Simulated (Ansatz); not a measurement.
## B started in the widest void in zincblende BN, 65 atoms, charge +3

All numbers come from Ansatz (PAW, plane waves, no spin–orbit coupling) at the single k point (¼, ¼, ¼) without its symmetry partners. The atoms were relaxed with PBEsol in a fixed cell; other functionals are single points on those atoms unless said otherwise. The valence top and gap of the host come from its small cell on a dense mesh, with the band extrema sought between the mesh points, lined up by the mean potential, PBEsol gap 4.30 eV, HSE06 gap 5.80 eV. The charge correction uses an assumed dielectric constant of 7.1.

Cell: a = 7.212 Å, b = 7.212 Å, c = 7.212 Å, α = 90.00°, β = 90.00°, γ = 90.00°.

Nearest atoms after relaxation, from the placed atom (for vacancies from the middle of the vacant sites): N at 1.52 Å, N at 1.52 Å, N at 1.52 Å, N at 1.53 Å, B at 1.94 Å, B at 1.94 Å, B at 1.94 Å, B at 1.95 Å.

Chemical potentials μ are those of reference phases of the elements at zero temperature by the same functional (the usual solids, diamond for C, grey Sn, and the molecules H2, N2, O2, F2, Cl2, Br2 and S8).

```
functional  E(defect) − E(host) − Σ nμ + q·E_VBM (eV)  monopole (eV)  alignment (eV)  formation energy at E_F = VBM (eV)  moment (μB)                         wall time, shared host
    PBEsol                                       1.38           3.59            0.12                                5.09  0 (no spin)  56 s on 7 threads of Neoverse-V2 (relaxation)
```

**Question.** Estimate the formation energy and moment that HSE06 gives on these atoms.

**Answer.** 2.94 eV at E_F = VBM (-0.79 eV before the monopole term 3.59 eV and the alignment 0.14 eV), moment 0 (no spin).

**Question.** How does the monopole term follow by hand for this cubic cell?

**Answer.** q²·α·e²/(4πε₀)/(2εL) with the Madelung constant α = 2.837 and e²/4πε₀ = 14.40 eV·Å: 9 × 2.837 × 14.40 / (2 × 7.1 × 7.212) = 3.59 eV.

All elements are taken at their own reference at once; growth conditions in equilibrium with the host shift these energies, by up to the host's formation enthalpy.

One k point and a cell of this size can leave errors of several tenths of an eV in such numbers.
